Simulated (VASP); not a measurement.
Write the native input for VASP 6.6.1 that does the following.

```yaml
Task: relaxation of cell and atoms
Functional: PBEsol
Potentials_or_basis: VASP PAW PBE potentials, release 64 (Si)
Cutoff: 600 eV
k_mesh: 16 × 16 × 16
Occupations: methfessel-paxton, width 0.1 eV
Spin: no spin polarisation
Further_INCAR_settings: ALGO = Normal; EDIFF = 1e-07; IBRION = 2; EDIFFG = -0.005; NSW = 90; ISIF = 3
```

The structure of Si lies in POSCAR:

```
Si                                      
1.0
   -0.0000000000      1.9152827479      1.9152827479
    1.9152827479     -0.0000000000      1.9152827479
    1.9152827479      1.9152827479      0.0000000000
  Si            
     1
Direct
     0.0000000000000000    0.0000000000000000    0.0000000000000000
```

This isn't the form of Si at room conditions, which is diamond.

One way to write it, as run:

INCAR

```
SYSTEM = Si
PREC     = Accurate       ! precision mode
ENCUT    = 600            ! plane-wave cutoff, eV
EDIFF    = 1E-7           ! SCF threshold, eV
ISMEAR   = 1              ! smearing method
SIGMA    = 0.1            ! smearing width, eV
LREAL    = .FALSE.        ! projectors in reciprocal space
LASPH    = .TRUE.         ! aspherical terms in the spheres
NELM     = 80             ! most SCF steps
ALGO     = Normal         ! electronic algorithm
ISIF     = 3              ! what is computed and relaxed
LWAVE    = .FALSE.        ! write WAVECAR
LCHARG   = .FALSE.        ! write CHGCAR
GGA      = PS             ! functional
IBRION   = 2              ! ionic algorithm
NSW      = 90             ! ionic steps
EDIFFG   = -0.005         ! ionic threshold
```

KPOINTS

```
regular mesh
0
G
  16 16 16
  0 0 0
```

Potentials or basis: VASP PAW PBE potentials, release 64 (Si).

Launch:

```bash
$ cat potpaw_PBE.64/Si/POTCAR > POTCAR
$ mpirun -np 1 vasp_std > vasp.out
```

It gave:

```json
{"Pressure after relaxing": "0.0 GPa", "Band gap on the k mesh": "none (metal or under the smearing width)"}
```

Caveat: the relaxation stopped at its first step, so nothing moved; the PAW data sets were made with another functional, which shifts forces and pressure a little.

It took 8 s on 1 thread of AMD EPYC 9R45 (Zen 5) (shared host), peak memory 0.11 GiB.
